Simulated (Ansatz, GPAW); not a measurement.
This is a calculation of HfO2 for Ansatz 0.2.0. Measurements of this composition are mostly on another form, of space group No. 14.

input.yaml

```yaml
crystal:
  lattice:
    - [3.55801933, 0.0, 0.0]
    - [0.0, 3.55801933, 0.0]
    - [0.0, 0.0, 5.17186121]
  atoms:
    - { symbol: Hf, position: [0.0, 0.0, 0.0] }
    - { symbol: Hf, position: [0.5, 0.5, 0.5] }
    - { symbol: O, position: [0.0, 0.5, 0.19720788] }
    - { symbol: O, position: [0.5, 0.0, 0.30279212] }
    - { symbol: O, position: [0.5, 0.0, 0.80279212] }
    - { symbol: O, position: [0.0, 0.5, 0.69720788] }
hamiltonian:
  xc: pbesol
  pseudopotentials: { kind: paw }
kpoints:
  mp_grid: { grid: [8, 8, 5] }
scf:
  occupations: { method: fermi_dirac, width: 0.05 }
output:
  forces: true
  stress: true
  eigenvalues: true
  write_density: true
  write_potential: true
  elf: true
  volumetric_format: npy
```

Potentials or basis: Ansatz PAW.

Launch:

```bash
$ ansatz run input.yaml --threads 1 --pin off --max-ram 3584MiB --backend cpu --events-out ev --progress --plain --runs-dir out
```

**Question.** What does the same run look like in GPAW 26.7.0 (ASE script)? Potentials or basis there: PAW data sets generated for this functional, cutoff 800 eV.

**Answer.** As run (cutoffs and basis follow the program's own potentials, and thresholds, step limits or extra output files can differ):

File run.py:

```python
from ase import Atoms
from ase.dft.bandgap import bandgap
from ase.io import write
from ase.units import Bohr, GPa
from gpaw import GPAW, PW, setup_paths
from gpaw.elf import elf_from_dft_calculation

setup_paths.insert(0, '.')

atoms = Atoms(['Hf', 'Hf', 'O', 'O', 'O', 'O'],
              cell=[[3.55801933, 0.0, 0.0],
                    [0.0, 3.55801933, 0.0],
                    [0.0, 0.0, 5.17186121]],
              scaled_positions=[[0.0, 0.0, 0.0],
                                [0.5, 0.5, 0.5],
                                [0.0, 0.5, 0.19720788],
                                [0.5, 0.0, 0.30279212],
                                [0.5, 0.0, 0.80279212],
                                [0.0, 0.5, 0.69720788]],
              pbc=True)

calc = GPAW(mode=PW(800),
            xc='PBEsol',
            kpts={'size': (8, 8, 5), 'gamma': True},
            occupations={'name': 'fermi-dirac', 'width': 0.05},
            nbands=43,
            convergence={'density': 1e-05, 'energy': 1e-05},
            maxiter=150,
            txt='gpaw.txt')
atoms.calc = calc
energy = atoms.get_potential_energy()
forces = atoms.get_forces()
stress = atoms.get_stress()
calc.write('gs.gpw')
write('result.traj', atoms)
print(f'Energy: {energy:.6f} eV')
print('Forces (eV/A):')
print(forces.round(4))
print('Stress (GPa):', (stress / GPa).round(3))
print('Fermi level:', round(calc.get_fermi_level(), 4), 'eV')
print(f'Gap: {bandgap(calc)[0]:.4f} eV, direct: {bandgap(calc, direct=True)[0]:.4f} eV')

# fields on the real-space grid
write('density.cube', atoms, data=calc.get_pseudo_density() * Bohr**3)
write('potential.cube', atoms, data=calc.get_electrostatic_potential())
write('elf.cube', atoms, data=elf_from_dft_calculation(calc).data)
```

Potentials or basis: PAW data sets generated in the run's folder for this functional, pw.

The run is started by

```bash
$ gpaw-setup -f PBEsol Hf O
$ OMP_NUM_THREADS=1 python run.py
```

Both were run:

|  | Ansatz | GPAW |
| --- | --- | --- |
| Pressure | 1.9 GPa | 2.4 GPa |

Ansatz's pressure holds a Pulay term of +0.84 GPa for its cutoff of 420 eV, which the other run lacks.

The potentials hold 76 and 48 valence electrons a cell.

Ansatz's potentials were made for PBE.

Where Ansatz's input types no cutoff or centring, it takes its own default and a Γ-centred mesh.

Pressure is positive in compression.
